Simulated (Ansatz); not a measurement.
Run this with Ansatz 0.2.0, Python API and show what comes out.

`drho_li2o.py`:
```python
import ansatz as az
import numpy as np

XC = "PBE"
DISPERSION = "d3bjatm"
OCCUPATIONS = "fermi_dirac"
SIGMA = 0.05
MAX_ITERATIONS = 75
ECUT = 460
KGRID = (8, 8, 8)

vectors0 = np.array([
    [0.0, 2.305, 2.305],
    [2.305, 0.0, 2.305],
    [2.305, 2.305, 0.0],
])
sites = [
    ("Li", (0.25, 0.25, 0.25)),
    ("Li", (0.75, 0.75, 0.75)),
    ("O", (0.0, 0.0, 0.0)),
]


def on_lattice(cell):
    crystal = az.Crystal(lattice=az.Lattice.of(cell))
    for symbol, position in sites:
        crystal = crystal.atom(symbol, position)
    return crystal

def solve(crystal):
    return (
        crystal.calculation()
        .functional(XC, dispersion=DISPERSION)
        .occupations(OCCUPATIONS, width=SIGMA)
        .scf(max_iterations=MAX_ITERATIONS)
        .basis(ECUT, grid_basis="typed")
        .kpoints(*KGRID)
        .density()
        .run(threads=1)
    )


whole = solve(on_lattice(vectors0))
difference = whole.density().channels[0].density_e_per_ang3.copy()
binding = whole.report["free_energy_ev"]
for element in ["Li", "O"]:
    part = az.Crystal(lattice=az.Lattice.of(vectors0))
    for symbol, position in sites:
        if symbol == element:
            part = part.atom(symbol, position)
    alone = solve(part)
    difference -= alone.density().channels[0].density_e_per_ang3
    binding -= alone.report["free_energy_ev"]
    print(f"{element} sublattice: {alone.report['n_electrons']:g} electrons, {alone.report['n_iterations']} iterations")

voxel = abs(np.linalg.det(vectors0)) / difference.size
print(f"energy of the crystal less its unpolarised sublattices: {binding / len(sites):.4f} eV/atom")
print(f"net charge of the difference {difference.sum() * voxel:.5f} e, charge rearranged {0.5 * np.abs(difference).sum() * voxel:.3f} e")
print(f"extremes {difference.min():.4f} and {difference.max():.4f} e/A^3")
for (symbol, position) in sites:
    index = tuple(int(round(p * n)) % n for p, n in zip(position, difference.shape))
    print(f"  change of the pseudo-density at the grid point nearest {symbol}: {difference[index]:+.4f} e/A^3")
profile = difference.mean(axis=(0, 1))
print("planar mean along the third vector:", np.round(profile[:: max(len(profile) // 12, 1)], 4))
```

`python drho_li2o.py` gives:
```text
Li sublattice: 6 electrons, 6 iterations
O sublattice: 6 electrons, 6 iterations
energy of the crystal less its unpolarised sublattices: -3.5432 eV/atom
net charge of the difference 0.00000 e, charge rearranged 0.532 e
extremes -0.0845 and 0.1581 e/A^3
  change of the pseudo-density at the grid point nearest Li: -0.0306 e/A^3
  change of the pseudo-density at the grid point nearest Li: -0.0306 e/A^3
  change of the pseudo-density at the grid point nearest O: -0.0845 e/A^3
planar mean along the third vector: [ 0.0319  0.0309  0.0215  0.0021 -0.0184 -0.0329 -0.0381 -0.0329 -0.0184
  0.0021  0.0215  0.0309]
```

What to keep in mind:
- Densities and potentials on the grid are those of the valence electrons, and inside the cores they hang on the potentials used.
- The starting cell is as deposited in a crystallographic database; the results hold for this polymorph, which needn't be the stable one.
- Charge moved counts every rearrangement, bonding and polarisation too, and is no transfer between atoms; the bare sublattices are artificial references. Values near the nuclei depend on the potentials.
- Wall time of the script: 3 s on 1 thread of Arm Neoverse V1 (shared host), peak memory 0.29 GiB.
